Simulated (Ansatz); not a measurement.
**GaN: the cell at several levels of theory**

The task here is to estimate one member of a computed series from the others.

The COD entry's cell or inner coordinates are ideal or old and differ from later refinements, so a difference from it is no clean test against experiment.

Code: Ansatz 0.2.0. PAW datasets, plane waves, zero pressure. Computed at 0 K without zero-point motion; spin polarisation is off.

**Starting point**

The symmetry is P6_3mc (No. 186, hexagonal); conventional cell a = 3.180 Å, c = 5.166 Å, 11.31 Å³ an atom. Around Ga lie 4 N at 1.94–1.95 Å; around N lie 4 Ga at 1.94–1.95 Å.

The structure in full:

```xyz
4
Lattice="3.1800 0.0000 0.0000 -1.5900 2.7540 0.0000 0.0000 0.0000 5.1660" Properties=species:S:1:pos:R:3 pbc="T T T"
Ga    0.0000    1.8360    0.0000
Ga    1.5900    0.9180    2.5830
N     0.0000    1.8360    1.9373
N     1.5900    0.9180    4.5203
```

Set-up of the first run:

Input file input.yaml:

```yaml
crystal:
  lattice:
    - [3.18, 0.0, 0.0]
    - [-1.59, 2.753960784, 0.0]
    - [0.0, 0.0, 5.166]
  atoms:
    - { symbol: Ga, position: [0.3333333333, 0.6666666667, 0.0] }
    - { symbol: Ga, position: [0.6666666667, 0.3333333333, 0.5] }
    - { symbol: "N", position: [0.3333333333, 0.6666666667, 0.375] }
    - { symbol: "N", position: [0.6666666667, 0.3333333333, 0.875] }
kpoints:
  mp_grid: { grid: [12, 12, 4] }
hamiltonian:
  xc: pbe
scf:
  occupations: { method: fermi_dirac, width: 0.02 }
relax:
  f_tol: 0.005
  cell: {}
```

Command:

```sh
$ ansatz run input.yaml --threads 2 --pin off --max-ram 2211MiB --backend cpu --events-out ev --progress --plain --runs-dir out
```

Steps of the session up to this table: Relaxation with PBE; Relaxing with r2SCAN; Relaxation with PBEsol; Relaxation with LDA; Relaxation with HSE06.

One table of the session follows, with a row left open; its other results are not shown here.

```
 level  a (Å)  c (Å)  volume (Å³/atom)
   PBE  3.218  5.243            11.758
r2SCAN  3.183  5.184            11.372
PBEsol  3.183  5.185            11.371
   LDA      ?      ?                 ?
 HSE06  3.185  5.177            11.370
```

Q: Estimate the row for LDA from the others.

**Answer.** a (Å): 3.152; c (Å): 5.138; volume (Å³/atom): 11.051. In the column «a (Å)» it is the lowest.
